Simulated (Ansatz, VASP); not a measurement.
**CdTe in VASP and in Ansatz**

```xyz
2
Lattice="0.0000 3.0620 3.0620 3.0620 0.0000 3.0620 3.0620 3.0620 0.0000" Properties=species:S:1:pos:R:3 pbc="T T T"
Cd    0.0000    0.0000    0.0000
Te    3.0620    3.0620    3.0620
```

Alike in both runs: task single point; functional PBE; k mesh 12 × 12 × 12; occupations fermi-dirac, width 0.05 eV; no spin polarisation.

|  | VASP | Ansatz |
| --- | --- | --- |
| version | VASP 6.6.1 | Ansatz 0.2.0 |
| potentials or method | VASP PAW PBE potentials, release 64 (Cd, Te), cutoff 520 eV | all-electron LAPW, scalar-relativistic |

```tsv
	VASP	Ansatz	Ansatz less VASP
pressure (GPa)	0.2	0.0	-0.15
```

Ansatz ran all-electron here, so the differences hold the error of VASP's frozen core and of both bases.

The runs have no spin-orbit coupling, so splittings on Te are missing.
